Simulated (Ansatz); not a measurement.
## CuO: strain energy, fitted

CuO, Cccm, a = 4.085 Å, b = 4.101 Å, c = 5.092 Å. This isn't the usual stable structure of the compound. Ansatz: PBEsol, PAW, 420 eV, Γ-centred 10×10×8 mesh on 8 atoms, Gaussian smearing 0.10 eV; no spin polarisation. Series: uniaxial strain along c, with a, b and atoms relaxed; x is the strain in per cent. y is the free energy over the unstrained cell, V0 = 10.663 Å³/atom.

| x (%) | y (meV/atom) |
| --- | --- |
| -6.0 | 30.18 |
| -4.0 | 13.06 |
| -2.0 | ? |
| 0.0 | 0.00 |
| 2.0 | 3.08 |
| 4.0 | 12.13 |
| 6.0 | 26.91 |

Fit y = c2 x² + c3 x³ to the other rows, turn c2 into a modulus, and predict the missing energy.

Least squares on the rows shown. y = 0.79194 x² − 0.0075471 x³. In eV per unit strain² c2 is 7.919; this is Young's modulus along the axis (E = ½ Y V0 ε²): 2 × 7.919 × 160.2 / (10.663) = 238 GPa. At x = -2.0 the fit asked for gives 3.23 meV/atom. The run gave 3.20 meV/atom, so the fit is 0.03 meV/atom too high, within the rms miss on the fitted rows (0.06 meV/atom).

Spin polarisation was left out, and a magnetic state may lie lower.